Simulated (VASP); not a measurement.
# SiMo3 (P6_3/mmc) in VASP: a series of runs, part 2 of 2

VASP 6.6.1. The steps go on from the part before.

## 3. Single point, r2SCAN

Contents of INCAR:

```
SYSTEM = SiMo3
ALGO = Normal
EDIFF = 1E-6
ENCUT = 520
ISIF = 2
ISMEAR = 0
KPAR = 4
LASPH = .True.
LCHARG = .False.
LMIXTAU = .True.
LREAL = .False.
LWAVE = .False.
METAGGA = R2SCAN
NELM = 150
PREC = Accurate
SIGMA = 0.1
```

Contents of KPOINTS:

```
k-points
0
Gamma
  6 6 6
  0 0 0
```

Contents of POSCAR:

```
SiMo3                                   
1.0
    5.4185984247      0.0000000000      0.0000000000
   -2.7092992123      4.6926438921      0.0000000000
    0.0000000000      0.0000000000      4.7194953087
  Si              Mo            
     2     6
Direct
     0.3333333300000021    0.6666666699999979    0.2500000000000000
     0.6666666699999979    0.3333333300000021    0.7500000000000000
     0.8325742151706024    0.6651484203412039    0.2500000000000000
     0.1674257848293976    0.8325742151706024    0.7500000000000000
     0.6651484203412039    0.8325742151706024    0.7500000000000000
     0.3348515796587961    0.1674257848293976    0.2500000000000000
     0.8325742151706024    0.1674257848293976    0.2500000000000000
     0.1674257848293976    0.3348515796587961    0.7500000000000000
```

Potentials or basis: VASP PAW PBE potentials, release 64 (Si, Mo_sv).

Command:

```console
$ cat potpaw_PBE.64/Si/POTCAR potpaw_PBE.64/Mo_sv/POTCAR > POTCAR
$ mpirun -np 4 vasp_std > vasp.out
```

OUTCAR:

```text
SYSTEM = SiMo3
   EDIFF = 1E-6
   ENCUT = 520
   ISIF = 2
   ISMEAR = 0
   LASPH = .True.
   LREAL = .False.
   METAGGA = R2SCAN
   NELM = 150
   PREC = Accurate

 ion  position               nearest neighbor table
   1  0.333  0.667  0.250-   3 2.71   6 2.71   7 2.71   7 2.71   3 2.71   6 2.71   4 2.83   4 2.83
                             5 2.83   5 2.83   8 2.83   8 2.83
   2  0.667  0.333  0.750-   8 2.71   5 2.71   4 2.71   4 2.71   8 2.71   5 2.71   7 2.83   7 2.83
                             6 2.83   6 2.83   3 2.83   3 2.83
   3  0.833  0.665  0.250-   7 2.70   6 2.70   1 2.71   1 2.71   7 2.72   6 2.72   2 2.83   2 2.83
                             4 2.84   4 2.84   5 2.84   5 2.84
   4  0.167  0.833  0.750-   5 2.70   8 2.70   2 2.71   2 2.71   5 2.72   8 2.72   1 2.83   1 2.83
                             3 2.84   3 2.84   6 2.84   6 2.84
   5  0.665  0.833  0.750-   4 2.70   8 2.70   2 2.71   2 2.71   4 2.72   8 2.72   1 2.83   1 2.83
                             7 2.84   7 2.84   3 2.84   3 2.84
   6  0.335  0.167  0.250-   7 2.70   3 2.70   1 2.71   1 2.71   7 2.72   3 2.72   2 2.83   2 2.83
                             4 2.84   4 2.84   8 2.84   8 2.84
   7  0.833  0.167  0.250-   6 2.70   3 2.70   1 2.71   1 2.71   6 2.72   3 2.72   2 2.83   2 2.83
                             8 2.84   8 2.84   5 2.84   5 2.84
[... 1598 lines left out ...]
     54      14.5483      0.00000
     55      14.5987      0.00000

 [... further k-points ...]

------------------------ aborting loop because EDIFF is reached ----------------------------------------

  FORCE on cell =-STRESS in cart. coord.  units (eV):
  Direction    XX          YY          ZZ          XY          YZ          ZX
  --------------------------------------------------------------------------------------
  -------------------------------------------------------------------------------------
  Total       -1.6225420     -1.6225421     -2.2312635     -0.0000000     -0.0000000      0.0000000
  in kB      -21.6623924    -21.6623925    -29.7893699     -0.0000000     -0.0000000      0.0000000
  external PRESSURE =     -24.3713849 kB  Pullay stress =       0.0000000 kB

 VOLUME and BASIS-vectors are now :
 -----------------------------------------------------------------------------
  energy-cutoff  :      520.00
  volume of cell :      120.01
      direct lattice vectors                 reciprocal lattice vectors
     5.418598425  0.000000000  0.000000000     0.184549568  0.106549743  0.000000000
    -2.709299212  4.692643892  0.000000000     0.000000000  0.213099486  0.000000000
     0.000000000  0.000000000  4.719495309     0.000000000  0.000000000  0.211887063

 POSITION                                       TOTAL-FORCE (eV/Angst)
 -----------------------------------------------------------------------------------
     -0.00000      3.12843      1.17987         0.000000     -0.000000     -0.000000
      2.70930      1.56421      3.53962         0.000000     -0.000000     -0.000000
      2.70930      3.12130      1.17987         0.000000      0.090537     -0.000000
     -1.34848      3.90697      3.53962        -0.078407      0.045268     -0.000000
      1.34848      3.90697      3.53962         0.078407      0.045268     -0.000000
      1.36082      0.78567      1.17987        -0.078407     -0.045268      0.000000
      4.05778      0.78567      1.17987         0.078407     -0.045268     -0.000000
     -0.00000      1.57134      3.53962        -0.000000     -0.090537      0.000000
 -----------------------------------------------------------------------------------
    total drift:                               -0.000049      0.000028      0.000001

  FREE ENERGIE OF THE ION-ELECTRON SYSTEM (eV)
  ---------------------------------------------------
  free  energy   TOTEN  =      -174.5802304329 eV

  energy  without entropy=     -174.5585702186  energy(sigma->0) =     -174.56940033
```

OSZICAR:

```text
N       E                     dE             d eps       ncg     rms          rms(c)
DAV:   1     0.101847874762E+04    0.10185E+04   -0.57854E+04  3152   0.177E+03
DAV:   2    -0.160175714628E+03   -0.11787E+04   -0.11501E+04  3284   0.547E+02
[... 13 lines left out ...]
DAV:  16    -0.174580226759E+03   -0.14201E-02   -0.13624E-03  3389   0.194E-01    0.247E-02
DAV:  17    -0.174580173278E+03    0.53481E-04   -0.57769E-05  3776   0.424E-02    0.177E-02
DAV:  18    -0.174580223295E+03   -0.50016E-04   -0.15980E-05  2952   0.213E-02    0.371E-03
DAV:  19    -0.174580228194E+03   -0.48997E-05   -0.70224E-06  2746   0.141E-02    0.184E-03
DAV:  20    -0.174580230986E+03   -0.27920E-05   -0.10199E-06  2009   0.569E-03    0.112E-03
DAV:  21    -0.174580230433E+03    0.55349E-06   -0.32843E-07  1869   0.345E-03
   1 F= -.17458023E+03 E0= -.17456940E+03  d E =-.216602E-01
```

It took 2.6 min on 4 MPI ranks of AMD EPYC 9R45 (Zen 5), shared host; peak memory 0.31 GiB.

What came out:

```yaml
Free_energy: -174.5802 eV
Pressure: -2.4 GPa
Largest_force: 0.091 eV/Å
Band_gap_on_the_k_mesh: none (metal or under the smearing width)
```

Forces on the atoms (eV/Å):
```
Si   0.000  0.000  0.000
Si   0.000  0.000  0.000
Mo   0.000  0.091  0.000
Mo  -0.078  0.045  0.000
Mo   0.078  0.045  0.000
Mo  -0.078 -0.045  0.000
Mo   0.078 -0.045  0.000
Mo   0.000 -0.091  0.000
```

Levels at points of the mesh, in eV from the Fermi level:
| k point | band 44 | band 45 | band 46 | band 47 | band 48 | band 49 |
| --- | --- | --- | --- | --- | --- | --- |
| (0.00, 0.00, 0.00) | -1.05 | -0.76 | 0.98 | 0.98 | 1.30 | 1.30 |
| (0.50, 0.00, 0.00) | -0.58 | -0.34 | -0.24 | -0.21 | 0.20 | 1.09 |
| (0.00, 0.00, 0.50) | -1.38 | 0.79 | 0.79 | 0.79 | 0.79 | 1.17 |
| (0.50, 0.00, 0.50) | -1.21 | -0.26 | -0.26 | 0.28 | 0.28 | 0.84 |

Caveat: the PAW data sets were made with another functional, which shifts forces and pressure a little.

## 4. Relaxation of cell and atoms, PBE

This run uses another cell than the first one, of 14.61 Å³/atom, 0.974 times its volume.

Contents of INCAR:

```
PREC = Accurate
ENCUT = 520
EDIFF = 1E-6
ISMEAR = 0
SIGMA = 0.1
LREAL = False
LASPH = True
NELM = 120
ALGO = Normal
ISIF = 3
LWAVE = False
LCHARG = False
GGA = PE
IBRION = 2
NSW = 90
EDIFFG = -0.01
KPAR = 4
```

Contents of KPOINTS:

```
Automatic mesh
0
Gamma
  6 6 6
```

Contents of POSCAR:

```
SiMo3
1.0
    4.8889999400      0.0000000000      0.0000000000
    0.0000000000      4.8889999400      0.0000000000
    0.0000000000      0.0000000000      4.8889999400
Si Mo
2 6
Direct
    0.0000000000      0.0000000000      0.0000000000
    0.5000000000      0.5000000000      0.5000000000
    0.2500000000      0.0000000000      0.5000000000
    0.5000000000      0.7500000000      0.0000000000
    0.7500000000      0.0000000000      0.5000000000
    0.5000000000      0.2500000000      0.0000000000
    0.0000000000      0.5000000000      0.7500000000
    0.0000000000      0.5000000000      0.2500000000
```

Command:

```console
$ cat potpaw_PBE.64/Si/POTCAR potpaw_PBE.64/Mo_sv/POTCAR > POTCAR
$ mpirun -np 4 vasp_std > vasp.out
```

Wall time 49 s (4 MPI ranks of AMD EPYC 9R45 (Zen 5), shared host); peak memory 0.25 GiB.

It converged, with:

| Property | Result |
| --- | --- |
| Free energy | -78.9838 eV |
| Relaxed volume | 14.79 Å³/atom |
| Relaxed cell | a = 4.910 Å, b = 4.910 Å, c = 4.910 Å, α = 90.00°, β = 90.00°, γ = 90.00° |
| Space group after relaxing (to 0.05 Å) | Pm-3n (No. 223) |
| Energy gained by relaxing | 1.8 meV/atom |
| Ionic steps | 3 |
| Pressure after relaxing | 0.0 GPa |
| Band gap on the k mesh | none (metal or under the smearing width) |

The path:
```
step  energy change (eV)  largest force (eV/Å)  pressure (GPa)  volume (Å³)
   1              0.0000                0.0000            3.18       116.86
   2              0.0615                0.0000           -6.78       121.83
   3             -0.0144                0.0000           -0.04       118.35
```

Final structure:
```
Si Mo
1.0
     4.90964    0.00000    0.00000
     0.00000    4.90964    0.00000
     0.00000    0.00000    4.90964
Si Mo
2 6
Direct
  0.00000 0.00000 0.00000
  0.50000 0.50000 0.50000
  0.25000 0.00000 0.50000
  0.50000 0.75000 0.00000
  0.75000 0.00000 0.50000
  0.50000 0.25000 0.00000
  0.00000 0.50000 0.75000
  0.00000 0.50000 0.25000
```

Levels at points of the mesh, in eV from the Fermi level:
| k point | band 43 | band 44 | band 45 | band 46 | band 47 | band 48 | band 49 | band 50 |
| --- | --- | --- | --- | --- | --- | --- | --- | --- |
| (0.00, 0.00, 0.00) | -1.55 | -1.55 | 1.22 | 1.22 | 1.22 | 1.97 | 2.31 | 2.31 |
| (0.50, 0.00, 0.00) | -1.70 | -1.70 | 0.22 | 0.22 | 0.92 | 0.92 | 1.48 | 1.48 |
| (0.50, 0.50, 0.00) | -1.09 | -0.88 | -0.88 | -0.79 | -0.68 | -0.48 | -0.13 | 0.22 |
| (0.50, 0.50, 0.50) | -1.20 | -1.20 | -1.20 | -1.20 | -1.20 | -1.20 | 1.24 | 1.24 |

## 5. Relaxation of cell and atoms, PBE

This run uses another cell than the first one, of 14.79 Å³/atom, 0.986 times its volume.

Edit INCAR of step 4 so:

```diff
@@ -2,3 +2,3 @@
 ENCUT = 520
-EDIFF = 1E-6
+EDIFF = 1E-7
 ISMEAR = 0
@@ -14,4 +14,5 @@
 IBRION = 2
-NSW = 90
-EDIFFG = -0.01
+NSW = 60
+EDIFFG = -0.005
+POTIM = 0.3
 KPAR = 4
```

KPOINTS is that of step 4.

Contents of POSCAR:

```
SiMo3                                   
1.0
    4.9096437786     -0.0000000000      0.0000000000
    0.0000000000      4.9096437786     -0.0000000000
    0.0000000000      0.0000000000      4.9096437786
  Si              Mo            
     2     6
Direct
     0.0000000000000000    0.0000000000000000    0.0000000000000000
     0.5000000000000000    0.5000000000000000    0.5000000000000000
     0.2500000000000000    0.0000000000000000    0.5000000000000000
     0.5000000000000000    0.7500000000000000    0.0000000000000000
     0.7500000000000000    0.0000000000000000    0.5000000000000000
     0.5000000000000000    0.2500000000000000    0.0000000000000000
     0.0000000000000000    0.5000000000000000    0.7500000000000000
     0.0000000000000000    0.5000000000000000    0.2500000000000000
```

Command:

```console
$ cat potpaw_PBE.64/Si/POTCAR potpaw_PBE.64/Mo_sv/POTCAR > POTCAR
$ mpirun -np 4 vasp_std > vasp.out
```

Wall time 26 s (4 MPI ranks of AMD EPYC 9R45 (Zen 5), shared host); peak memory 0.27 GiB.

Results (log left out):

* Free energy: -78.9844 eV
* Pressure after relaxing: 0.0 GPa
* Band gap on the k mesh: none (metal or under the smearing width)

Final structure:
```
Si Mo
1.0
     4.90964    0.00000    0.00000
     0.00000    4.90964    0.00000
     0.00000    0.00000    4.90964
Si Mo
2 6
Cartesian
  0.0000 0.0000 0.0000
  2.4548 2.4548 2.4548
  1.2274 0.0000 2.4548
  2.4548 3.6822 0.0000
  3.6822 0.0000 2.4548
  2.4548 1.2274 0.0000
  0.0000 2.4548 3.6822
  0.0000 2.4548 1.2274
```

Levels at points of the mesh, in eV from the Fermi level:
```csv
k point,band 44,band 45,band 46,band 47,band 48,band 49
"(0.00, 0.00, 0.00)",-1.55,1.22,1.22,1.22,1.97,2.31
"(0.50, 0.00, 0.00)",-1.70,0.22,0.22,0.92,0.92,1.48
"(0.50, 0.50, 0.00)",-0.88,-0.88,-0.79,-0.68,-0.48,-0.13
"(0.50, 0.50, 0.50)",-1.20,-1.20,-1.20,-1.20,-1.20,1.24
```

Caveat: the relaxation stopped at its first step, so nothing moved.
